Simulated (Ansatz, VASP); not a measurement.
## Two plane-wave programs on CaO

The input INCAR:

```
  ALGO = Normal
  EDIFF = 1E-6
  ENCUT = 520
  GGA = PE
  ISIF = 2
  ISMEAR = 0
  LASPH = True
  LCHARG = True
  LELF = True
  LREAL = False
  LVHAR = True
  LWAVE = False
  NBANDS = 15
  NELM = 100
  PREC = Accurate
  SIGMA = 0.01
```

File KPOINTS:

```
k-points
0
Gamma
  8 8 8
```

The input POSCAR:

```
CaO
1.0
    0.0000000000      2.4151784761      2.4151784761
    2.4151784761      0.0000000000      2.4151784761
    2.4151784761      2.4151784761      0.0000000000
Ca O
1 1
Direct
    0.0000000000      0.0000000000      0.0000000000
    0.5000000000      0.5000000000      0.5000000000
```

Input for Ansatz:

```yaml
crystal:
  lattice:
    - [0.0, 2.4151784761, 2.4151784761]
    - [2.4151784761, 0.0, 2.4151784761]
    - [2.4151784761, 2.4151784761, 0.0]
  atoms:
    - { symbol: Ca, position: [0.0, 0.0, 0.0] }
    - { symbol: O, position: [0.5, 0.5, 0.5] }
kpoints:
  mp_grid: { grid: [8, 8, 8] }
hamiltonian:
  xc: pbe
scf:
  occupations: { method: fixed }
  n_extra_bands: 4
output:
  forces: true
  stress: true
  eigenvalues: true
```

Alike in both runs: task single point; functional PBE; k mesh 8 × 8 × 8; no spin polarisation.

|  | VASP | Ansatz |
| --- | --- | --- |
| version | VASP 6.6.1 | Ansatz 0.2.0 |
| potentials or method | VASP PAW PBE potentials, release 64 (Ca_sv, O) | plane waves, PAW |
| plane-wave cutoff (eV) | 520 | 420 |
| occupations | gaussian, width 0.01 eV | fixed |
| valence electrons in the cell | 16 | 16 |

```csv
,VASP,Ansatz,Ansatz less VASP
gap on the k mesh at the Fermi level (eV),3.64,3.66,+0.019
pressure (GPa),0.6,0.0,-0.53
```

A k mesh can miss the band edges.
